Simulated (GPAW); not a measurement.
Runs of GPAW 26.7.0 on Bi. The structure is cubic, space group Im-3m (No. 229). The conventional cell has a = 3.963 Å, b = 3.963 Å, c = 3.963 Å, α = 90.00°, β = 90.00°, γ = 90.00°. Bi (site symmetry m-3m) has 8 Bi at 3.43 Å as nearest neighbours. This isn't the form of Bi at room conditions, which is rhombohedral.

```csv
task,level,potentials or basis,spin,cell,optimizer,fmax,max steps,convergence,band path,gap on the mesh (eV),pressure (GPa),V0 of scaled cells (Å³/atom),relaxed volume (Å³/atom),B0 (GPa)
relaxation of cell and atoms,PBEsol+D3(BJ),"PAW data sets generated in the run's folder for this functional, pw",off,relaxed,BFGS,0.02 eV/Å,60,density=1e-05 forces=0.0001,-,none,0.0,-,28.44,-
relaxation of cell and atoms,PBEsol+D4,"PAW data sets generated in the run's folder for this functional, pw",off,relaxed,BFGS,0.02 eV/Å,60,density=1e-05 forces=0.0001,-,none,0.1,-,29.04,-
relaxation of cell and atoms,PBEsol+D3,"PAW data sets generated in the run's folder for this functional, pw",off,relaxed,BFGS,0.02 eV/Å,60,density=1e-05 forces=0.0001,-,none,0.1,-,29.27,-
relaxation of cell and atoms,PBEsol,"PAW data sets generated in the run's folder for this functional, pw",off,relaxed,BFGS,0.02 eV/Å,60,density=1e-05 forces=0.0001,-,none,0.0,-,(c),-
relaxation of cell and atoms,PBEsol+D3(BJ)+ATM,"PAW data sets generated in the run's folder for this functional, pw",off,relaxed,BFGS,0.02 eV/Å,60,density=1e-05 forces=0.0001,-,none,0.0,-,28.60,-
equation of state,BLYP+D3(BJ),"PAW data sets generated in the run's folder for this functional, pw",off,as given,-,-,-,-,-,-,-,30.47,-,57
band structure,LDA,"the program's PAW data sets (release 1.2.1) made for this functional, pw","SOC, no magnetisation",as given,-,-,-,-,"GHNGPH,PN",-,(b),-,-,-
equation of state,BP86+D3,"PAW data sets generated in the run's folder for this functional, pw",off,as given,-,-,-,-,-,-,-,30.25,-,(a)
```

Alike in all rows: k mesh 9 × 9 × 9; cutoff (eV) 600; smearing fermi-dirac 0.05 eV.

**Question.** Fill in the values left out.

**Answer.** (a) 51; (b) -3.4; (c) 29.95.

Caveats: spin-orbit coupling is left out, which moves the levels of the heavy elements (some runs); later steps reuse the first step's grids (some runs); pairwise dispersion overbinds metals, which lowers pressure and volume (some runs); spin-orbit coupling was added after a scalar SCF, so levels and gaps hold it while energy, forces, pressure and moments don't (some runs); this program's spin-orbit splittings come out too wide for heavy elements (some runs).

A k mesh can miss the band edges, and rows without SOC leave out spin-orbit coupling on Bi.

A gap of «none» marks a metal or a gap under the smearing width.

Runs at the PBE level aren't shown here.
